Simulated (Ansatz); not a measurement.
Rows from a G0W0 calculation on BaS (Fm-3m) (Ansatz 0.2.0; G0W0 on PBE, plane waves, PAW; PAW set soft_1; 4×4×4 mesh, 194 empty bands, screening to 120 eV, PAW set soft_1 files), in eV. Spin-orbit coupling is left out.

| row | Σx | Σc | Vxc | Z |
| --- | --- | --- | --- | --- |
| A | -17.73 | 2.19 | -14.62 | 0.75 |
| B | -4.78 | -3.57 | -8.65 | 0.81 |
| C | -7.48 | -4.28 | -12.59 | 0.79 |
| D | -17.60 | 2.14 | -14.57 | 0.75 |
| E | -5.59 | -3.77 | -9.61 | 0.81 |
| F | -5.42 | -4.01 | -9.95 | 0.80 |

Which rows are filled states and which are empty ones, and how can one tell?

Filled: A and D. Empty: B, C, E and F. The sign of Σc tells: for a filled state bare exchange, which holds its interaction with itself, lies below Vxc (Σx − Vxc is -3.0 eV or lower here) and screening gives part back as a positive Σc. For an empty state Σx lies above Vxc (+3.9 eV or more) and the Coulomb hole leaves Σc negative.

[Runs of the session that timed out or met a known fault of the program may be left out.]

[Cells called generated may have been cut or substituted from an entry of the Crystallography Open Database or the Materials Project.]

[Hosts, paths, dates, database ids (printed as entryN), source tags and the programs' standing remarks are cut or masked in the printed files.]
